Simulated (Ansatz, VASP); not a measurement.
KI in VASP and in Ansatz

The input INCAR:

```
SYSTEM = KI
PREC = Accurate
ENCUT = 520
EDIFF = 1E-8
ISMEAR = -1
SIGMA = 0.02
LREAL = .False.
LASPH = .True.
NELM = 60
ALGO = Normal
ISIF = 2
LWAVE = .False.
LCHARG = .False.
GGA = PE
LEFG = .True.
NBANDS = 15
```

KPOINTS

```
Automatic mesh
0
Gamma
  7 7 7
  0 0 0
```

POSCAR

```
KI
1.0
    0.0000000000      3.5424356157      3.5424356157
    3.5424356157      0.0000000000      3.5424356157
    3.5424356157      3.5424356157      0.0000000000
K I
1 1
Direct
    0.0000000000      0.0000000000      0.0000000000
    0.5000000000      0.5000000000      0.5000000000
```

Input for Ansatz:

```yaml
crystal:
  lattice:
    - [0.0, 3.5424356157, 3.5424356157]
    - [3.5424356157, 0.0, 3.5424356157]
    - [3.5424356157, 3.5424356157, 0.0]
  atoms:
    - { symbol: K, position: [0.0, 0.0, 0.0] }
    - { symbol: I, position: [0.5, 0.5, 0.5] }
kpoints:
  mp_grid: { grid: [7, 7, 7] }
scf:
  occupations: { method: fermi_dirac, width: 0.02 }
hamiltonian:
  xc: pbe
  pseudopotentials: { kind: paw }
output:
  forces: true
  stress: true
  populations: true
  efg:
    quadrupole_moments_barn: { K: 0.0603, I: -0.68822 }
    contact_densities: true
```

The cell is a database's computed one.

Alike in both runs: task electric field gradients; functional PBE; k mesh 7 × 7 × 7; occupations fermi-dirac, width 0.02 eV; no spin polarisation.

|  | VASP | Ansatz |
| --- | --- | --- |
| version | VASP 6.6.1 | Ansatz 0.2.0 |
| potentials or method | VASP PAW PBE potentials, release 64 (K_sv, I) | plane-wave PAW, scalar-relativistic |
| plane-wave cutoff (eV) | 520 | 420 |
| valence electrons in the cell | 16 | 26 |

|  | VASP | Ansatz | Ansatz less VASP |
| --- | --- | --- | --- |
| gap on the k mesh at the Fermi level (eV) | 3.94 | 3.95 | +0.004 |
| pressure (GPa) | 0.5 | 0.5 | -0.03 |
| Vzz of the field gradient on the site that differs most (V/Å²) | 0.0 | 0.0 | 0.00 |

The two sets of potentials don't hold the same shells in valence. Ansatz warned: «gradients_without_spin_orbit».

Caveats: spin-orbit coupling is left out, which moves the levels of the heavy elements; an odd mesh through Γ misses points on the zone boundary, where band edges often lie. As with any semilocal functional, this PBE gap is likely too small.
